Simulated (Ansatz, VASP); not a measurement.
# Ge in VASP and in Ansatz

```xyz
1
Lattice="-1.6599 1.6599 1.6599 1.6599 -1.6599 1.6599 1.6599 1.6599 -1.6599" Properties=species:S:1:pos:R:3 pbc="T T T"
Ge    0.0000    0.0000    0.0000
```

Alike in both runs: task relaxation of cell and atoms; functional PBEsol; k mesh 24 × 24 × 24; occupations gaussian, width 0.1 eV; no spin polarisation.

```csv
,VASP,Ansatz
version,VASP 6.6.1,Ansatz 0.2.0
potentials or method,"VASP PAW PBE potentials, release 64 (Ge_d)","scalar-relativistic, plane waves, PAW"
plane-wave cutoff (eV),600,420
valence electrons in the cell,14,14
```

|  | VASP | Ansatz | Ansatz less VASP |
| --- | --- | --- | --- |
| gap on the k mesh at the Fermi level, each at its own relaxed structure (eV) | none | none | - |
| relaxed volume (Å³/atom) | 18.30 | 18.30 | 0.000 |
| relaxed cell length with the largest relative difference (Å) | 2.875 | 2.875 | 0.0000 |

A gap of «none» marks a metal or a gap that the smearing closes.

Caveats: the relaxation stopped at its first step, so nothing moved; the PAW data sets were made with another functional, which shifts forces and pressure a little (VASP).
